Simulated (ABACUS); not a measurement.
# NbP (I4_1md) in ABACUS: further runs

One crystal, NbP, is run at these levels: PBE; tasks: single point.

Everything below comes from runs of ABACUS 3.10.1. Logs are shortened: lines on timing, memory, paths and dates and some standing lists are left out, and cuts for length are marked.

## 1. The structure

The structure is tetragonal, space group I4_1md (No. 109). The conventional cell has a = 3.350 Å, b = 3.350 Å, c = 11.480 Å, α = 90.00°, β = 90.00°, γ = 90.00°. Nb (site symmetry 2mm) is surrounded by 6 P at 2.55 Å. Around P (site symmetry 2mm) lie 6 Nb at 2.55 Å.

The cell is a database's computed one.

## 2. Single point, PBE

The input, INPUT:

```
INPUT_PARAMETERS
suffix              NbP
calculation         scf
basis_type          lcao
pseudo_dir          ./
orbital_dir         ./
symmetry            1
dft_functional      pbe
ecutwfc             100
pseudo_rcut         10
nspin               1
nbands              22
ks_solver           genelpa
smearing_method     fd
smearing_sigma      0.00367493
scf_thr             1e-07
scf_nmax            100
mixing_type         broyden
mixing_beta         0.7
cal_force           1
cal_stress          1
out_mul             1
```

The input, STRU:

```
ATOMIC_SPECIES
Nb 92.9064 Nb.upf
P 30.9738 P.upf

NUMERICAL_ORBITAL
Nb_confined-atom_7au_3s2p2d1f.orb
P_confined-atom_7au_2s2p1d.orb

LATTICE_CONSTANT
1.8897261246

LATTICE_VECTORS
-1.6749232544 1.6749232544 5.7401081759
1.6749232544 -1.6749232544 5.7401081759
1.6749232544 1.6749232544 -5.7401081759

ATOMIC_POSITIONS
Direct

Nb
0.0
2
0.2498808000 0.7498808000 0.5000000000 1 1 1
0.4998808000 0.4998808000 0.0000000000 1 1 1

P
0.0
2
0.8327477700 0.3327477700 0.5000000000 1 1 1
0.0827477700 0.0827477700 0.0000000000 1 1 1
```

The input, KPT:

```
K_POINTS
0
Gamma
11 11 11 0 0 0
```

Potentials or basis: PseudoDojo NC SR 0.4.1 PBE standard, DZP LCAO (the cutoffs set its grid).

Started as:

```sh
$ OMP_NUM_THREADS=1 mpirun -np 4 abacus > log
```

running log:

```text
ABACUS v3.10.1

               Atomic-orbital Based Ab-initio Computation at UStc

 ------------------------------------------------------------------------------------

 READING GENERAL INFORMATION
                           global_out_dir = OUT.NbP/
                           global_in_card = INPUT
                               pseudo_dir = ./
                              orbital_dir = ./
                                    DSIZE = 4
                                    GSIZE = 1

 READING UNITCELL INFORMATION
                                    ntype = 2
                  lattice constant (Bohr) = 1.88973
              lattice constant (Angstrom) = 1

 READING ATOM TYPE 1
                               atom label = Nb
                      L=0, number of zeta = 3
                      L=1, number of zeta = 2
                      L=2, number of zeta = 2
                      L=3, number of zeta = 1
             number of atom for this type = 2

 READING ATOM TYPE 2
                               atom label = P
                      L=0, number of zeta = 2
                      L=1, number of zeta = 2
                      L=2, number of zeta = 1
             number of atom for this type = 2

                        TOTAL ATOM NUMBER = 4
DIRECT COORDINATES
    atom                   x                   y                   z     mag                  vx                  vy                  vz
taud_Nb1            0.2498808000        0.7498808000        0.5000000000  0.0000        0.0000000000        0.0000000000        0.0000000000
taud_Nb2            0.4998808000        0.4998808000        0.0000000000  0.0000        0.0000000000        0.0000000000        0.0000000000
taud_P1            0.8327477700        0.3327477700        0.5000000000  0.0000        0.0000000000        0.0000000000        0.0000000000
taud_P2            0.0827477700        0.0827477700        0.0000000000  0.0000        0.0000000000        0.0000000000        0.0000000000

                          Volume (Bohr^3) = 434.677
                             Volume (A^3) = 64.4124

 Lattice vectors: (Cartesian coordinate: in unit of a_0)
             -1.67492            +1.67492            +5.74011
             +1.67492            -1.67492            +5.74011
             +1.67492            +1.67492            -5.74011
 Reciprocal vectors: (Cartesian coordinate: in unit of 2 pi/a_0)
                   +0           +0.298521          +0.0871064
            +0.298521                  +0          +0.0871064
            +0.298521           +0.298521                  +0
 The esolver type has been set to : ksdft_lcao

                PAO radial cut off (Bohr) = 10

 Read in pseudopotential file is Nb.upf
                     pseudopotential type = NC
          exchange-correlation functional = PBE
                 nonlocal core correction = 1
                        valence electrons = 13
                                     lmax = 2
                           number of zeta = 4
                     number of projectors = 6
                           L of projector = 0
[... 5 lines left out ...]
                PAO radial cut off (Bohr) = 10

 Read in pseudopotential file is P.upf
                     pseudopotential type = NC
          exchange-correlation functional = PBE
                 nonlocal core correction = 1
                        valence electrons = 5
                                     lmax = 2
                           number of zeta = 2
                     number of projectors = 6
                           L of projector = 0
                           L of projector = 0
                           L of projector = 1
                           L of projector = 1
                           L of projector = 2
                           L of projector = 2
     initial pseudo atomic orbital number = 28

 SETUP THE ELECTRONS NUMBER
            electron number of element Nb = 13
      total electron number of element Nb = 26
             electron number of element P = 5
       total electron number of element P = 10
            AUTOSET number of electrons:  = 36
                           occupied bands = 18
                                   NLOCAL = 78
                                   NBANDS = 22
                                   NBANDS = 22
                                   NLOCAL = 78

%%%%%%%%%%%%%%%%%%%%%%%%%%%%%%%%%%%%%%%%%%%%%%%%%%%%%%%%%%%%%%%%%%%%%%%%%%%%%%%%%%%%%%%%%%%%%%%%%%%%%%%%%%
 Warning: the number of valence electrons in pseudopotential > 5 for Nb: [Kr] 4d4 5s1
 Pseudopotentials with additional electrons can yield (more) accurate outcomes, but may be less efficient.
 If you're confident that your chosen pseudopotential is appropriate, you can safely ignore this warning.
[... 85 lines left out ...]
                             BRAVAIS TYPE = 6
                     BRAVAIS LATTICE NAME = 06. Tetrogonal I (body-centered)
                                    ibrav = 6
                       right hand lattice = 1
(for k-lattice: )
                             BRAVAIS TYPE = 6
                     BRAVAIS LATTICE NAME = 06. Tetrogonal I (body-centered)
                                    ibrav = 6
                       right hand lattice = 1
                        ROTATION MATRICES = 16
                               nkstot_ibz = 126
K-POINTS REDUCTION ACCORDING TO SYMMETRY
     IBZ    DIRECT_X    DIRECT_Y    DIRECT_Z  WEIGHT  ibz2bz
       1  0.00000000  0.00000000  0.00000000  0.0008       0
       2 -0.09090909  0.00000000  0.09090909  0.0060       1
       3 -0.18181818  0.00000000  0.18181818  0.0060       2
       4 -0.27272727  0.00000000  0.27272727  0.0060       3
       5 -0.36363636  0.00000000  0.36363636  0.0060       4
       6 -0.45454545  0.00000000  0.45454545  0.0060       5
[... 22 lines left out ...]
      29 -0.27272727  0.36363636 -0.09090909  0.0120      40
      30 -0.27272727  0.27272727  0.00000000  0.0030      41
[... 96 further k points ...]

                               nkstot now = 126
[... K-POINTS DIRECT COORDINATES: 126 rows ...]

           k-point number in this process = 126
       minimum distributed K point number = 126
[... stars of the k points ...]

[... K-POINTS CARTESIAN COORDINATES: 126 rows ...]

[... K-POINTS DIRECT COORDINATES: 126 rows ...]

 SETUP PLANE WAVES FOR WAVE FUNCTIONS
     energy cutoff for wavefunc (unit:Ry) = 100
              fft grid for wave functions = [ 75, 75, 75 ]
                    number of plane waves = 10595
                         number of sticks = 987

 PARALLEL PW FOR WAVE FUNCTIONS
     PROC   COLUMNS(POT)             PW
        1            247           2649
        2            247           2649
        3            246           2648
        4            247           2649
 --------------- sum -------------------
        4            987          10595

 SET NONLOCAL PSEUDOPOTENTIAL PROJECTORS
 SET NONLOCAL PSEUDOPOTENTIAL PROJECTORS
 max number of nonlocal projetors among all species is 6

 -------------------------------------------
 SELF-CONSISTENT
 -------------------------------------------

 SETUP SEARCHING RADIUS FOR PROGRAM TO SEARCH ADJACENT ATOMS
                  longest orb rcut (Bohr) = 7
   longest nonlocal projector rcut (Bohr) = 1.74
                     search radius (Bohr) = 17.5
              searching radius is (Bohr)) = 17.5
         searching radius unit is (Bohr)) = 1.89
                         PeriodicBoundary = 1
                        Radius(unit:lat0) = 9.25
                                   glayer = [ 4, 4, 5 ]
                             glayer_minus = [ 3, 3, 4 ]

Find the coordinate range of the input atom(unit:lat0).
                                  min_tau = [ -16.7, -16.7, -56.5 ]
                                  max_tau = [ 18.4, 18.4, 63.1 ]
                                BoxNumber = [ 7, 7, 9 ]

 SETUP EXTENDED REAL SPACE GRID FOR GRID INTEGRATION
                          real space grid = [ 75, 75, 75 ]
                 big cell numbers in grid = [ 15, 15, 15 ]
             meshcell numbers in big cell = [ 5, 5, 5 ]
                        extended fft grid = [ 18, 18, 24 ]
                dimension of extened grid = [ 52, 52, 64 ]
                            UnitCellTotal = 125
              Atom number in sub-FFT-grid = 4
    Local orbitals number in sub-FFT-grid = 78
                                ParaV.nnr = 43691
                                 init_chg = atomic

 LCAO ALGORITHM --------------- ION=   1  ELEC=   1--------------------------------

 Density error is 0.111958821632
----------------------------------------------------------
     Energy           Rydberg                 eV
----------------------------------------------------------
 E_KohnSham     -276.8772196005      -3767.1078329639
 E_Harris       -284.1339520685      -3865.8407433904
 E_Fermi        1.1641842527         15.8395393587
----------------------------------------------------------
[... 91 lines left out ...]
 Density error is 2.69393602731e-08
----------------------------------------------------------
     Energy           Rydberg                 eV
----------------------------------------------------------
 E_KohnSham     -277.1193857497      -3770.4026724566
 E_KS(sigma->0) -277.1191759422      -3770.3998178784
 E_Harris       -277.1193875749      -3770.4026972889
 E_band         -10.6156258497       -144.4329993916
 E_one_elec     -40.3363599290       -548.8043316132
 E_Hartree      39.2230879441        533.6574891952
 E_xc           -60.6654266703       -825.3954743168
 E_Ewald        -215.3402674795      -2929.8546465653
 E_entropy(-TS) -0.0004196151        -0.0057091565
 E_descf        0.0000000000         0.0000000000
 E_exx          0.0000000000         0.0000000000
 E_Fermi        1.1001165294         14.9678532645
----------------------------------------------------------

 charge density convergence is achieved
 final etot is -3770.4026725 eV
 EFERMI = 14.967853264 eV

 STATE ENERGY(eV) AND OCCUPATIONS    NSPIN == 1
 1/126 kpoint (Cartesian) = 0.0000 0.0000 0.0000 (1834 pws)
       1       -40.0247     0.00150263
       2       -39.9882     0.00150263
       3       -16.2819     0.00150263
       4       -16.0984     0.00150263
       5       -16.0984     0.00150263
       6       -15.9401     0.00150263
[... 134 lines left out ...]
      21        17.4078    7.70911e-24
      22        17.5076    1.04797e-24

[... levels at 120 further k points ...]

 correction force for each atom along direction 1 is -0.0164910
 correction force for each atom along direction 2 is -0.00613043
 correction force for each atom along direction 3 is -2.74809e-07
------------------------------------------------------------------------------------------
 TOTAL-FORCE (eV/Angstrom)
------------------------------------------------------------------------------------------
                       Nb1         0.0000000000         0.0000000000         0.0195589217
                       Nb2         0.0000000000         0.0000000000         0.0195589217
                        P1         0.0000000000         0.0000000000        -0.0195589217
                        P2         0.0000000000         0.0000000000        -0.0195589217
------------------------------------------------------------------------------------------

----------------------------------------------------------------
 TOTAL-STRESS (KBAR)
----------------------------------------------------------------
         2.8624685545        -0.0000000000        -0.0000000000
        -0.0000000000         2.8624685545         0.0000000000
        -0.0000000000        -0.0000000000        -3.6450570417
----------------------------------------------------------------
 TOTAL-PRESSURE: 0.693293 KBAR

 --------------------------------------------
 !FINAL_ETOT_IS -3770.4026724565942459 eV
 --------------------------------------------
```

It took 20 s on 4 MPI ranks of AMD EPYC 9B14 (Zen 4), shared host; peak memory 0.6 GiB.

What came out:

| Quantity | Value |
| --- | --- |
| Free energy | -3770.4027 eV |
| Pressure | 0.1 GPa |
| Largest force | 0.020 eV/Å |
| Band gap on the k mesh | none (metal or under the smearing width) |
| Mulliken charges | Nb +0.27, +0.21; P -0.21, -0.28 e |

Forces on the atoms (eV/Å):
```
Nb   0.000  0.000  0.020
Nb   0.000  0.000  0.020
P    0.000  0.000 -0.020
P    0.000  0.000 -0.020
```

Stress tensor (GPa, compression positive):
```
 0.29  0.00  0.00
 0.00  0.29  0.00
 0.00  0.00 -0.36
```

Caveat: the atomic orbitals were generated for these runs and aren't a published set; Mulliken charges move with the basis; the basis of atomic orbitals isn't converged, which shifts pressures, moduli and gaps.

## 3. Single point, PBE (atoms moved at random, drawn with an rms of 0.05 Å)

INPUT, as its differences from that of step 2:

```diff
@@ -22 +22,4 @@
 out_mul             1
+out_chg             1
+out_pot             2
+out_elf             1
```

STRU, as its differences from that of step 2:

```diff
@@ -22,4 +22,4 @@
 2
-0.2498808000 0.7498808000 0.5000000000 1 1 1
-0.4998808000 0.4998808000 0.0000000000 1 1 1
+0.2535610000 0.7355820000 0.4782830000 1 1 1
+0.4981910000 0.4931210000 -0.0114830000 1 1 1
 
@@ -28,3 +28,3 @@
 2
-0.8327477700 0.3327477700 0.5000000000 1 1 1
-0.0827477700 0.0827477700 0.0000000000 1 1 1
+0.8469440000 0.3140820000 0.4953790000 1 1 1
+0.0665200000 0.0782870000 -0.0100490000 1 1 1
```

KPT is that of step 2.

Potentials or basis: PseudoDojo NC SR 0.4.1 PBE standard, DZP LCAO (the cutoffs set its grid).

Started as:

```sh
$ OMP_NUM_THREADS=1 mpirun -np 4 abacus > log
```

It took 49 s on 4 MPI ranks of AMD EPYC 9B14 (Zen 4), shared host; peak memory 0.84 GiB.

Results (log left out):

```yaml
Free_energy: -3770.2879 eV
Pressure: 0.7 GPa
Largest_force: 1.307 eV/Å
Band_gap_on_the_k_mesh: none (metal or under the smearing width)
Mulliken_charges: Nb +0.23, +0.26; P -0.23, -0.26 e
```

Forces in eV/Å, atoms in the order of the input:
```
Nb   0.290  0.417 -1.138
Nb   0.149 -0.032 -0.285
P    0.046 -0.724  0.259
P   -0.486  0.340  1.165
```

Stress tensor (GPa, compression positive):
```
 1.46 -0.04  0.08
-0.04  2.66  0.22
 0.08  0.22 -1.98
```

Caveat: the atomic orbitals were generated for these runs and aren't a published set; Mulliken charges move with the basis; the basis of atomic orbitals isn't converged, which shifts pressures, moduli and gaps.

## 4. Single point, PBE

INPUT, as its differences from that of step 3:

```diff
@@ -22,4 +22 @@
 out_mul             1
-out_chg             1
-out_pot             2
-out_elf             1
```

The input, STRU:

```
ATOMIC_SPECIES
Nb 92.9064 Nb.upf
P 30.9738 P.upf

NUMERICAL_ORBITAL
Nb_confined-atom_7au_2s1p1d.orb
P_confined-atom_7au_1s1p.orb

LATTICE_CONSTANT
1.8897261246

LATTICE_VECTORS
-1.6749232544 1.6749232544 5.7401081759
1.6749232544 -1.6749232544 5.7401081759
1.6749232544 1.6749232544 -5.7401081759

ATOMIC_POSITIONS
Direct

Nb
0.0
2
0.2498808000 0.7498808000 0.5000000000 1 1 1
0.4998808000 0.4998808000 0.0000000000 1 1 1

P
0.0
2
0.8327477700 0.3327477700 0.5000000000 1 1 1
0.0827477700 0.0827477700 0.0000000000 1 1 1
```

KPT is that of step 3.

Potentials or basis: PseudoDojo NC SR 0.4.1 PBE standard, SZ LCAO (the cutoffs set its grid).

Started as:

```sh
$ OMP_NUM_THREADS=1 mpirun -np 4 abacus > log
```

It took 7.4 s on 4 MPI ranks of AMD EPYC 9B14 (Zen 4), shared host; peak memory 0.56 GiB.

The run converged, but some of its settings lie outside the range that counts as converged, so its numbers aren't taken as properties of the crystal.

What came out:

```yaml
Free_energy: -3766.6633 eV
Pressure: 8.6 GPa
Largest_force: 0.100 eV/Å
Band_gap_on_the_k_mesh: none (metal or under the smearing width)
Mulliken_charges: Nb +0.40, +0.31; P -0.33, -0.38 e
```

Caveat: the atomic orbitals were generated for these runs and aren't a published set; Mulliken charges move with the basis; the basis of atomic orbitals isn't converged, which shifts pressures, moduli and gaps.
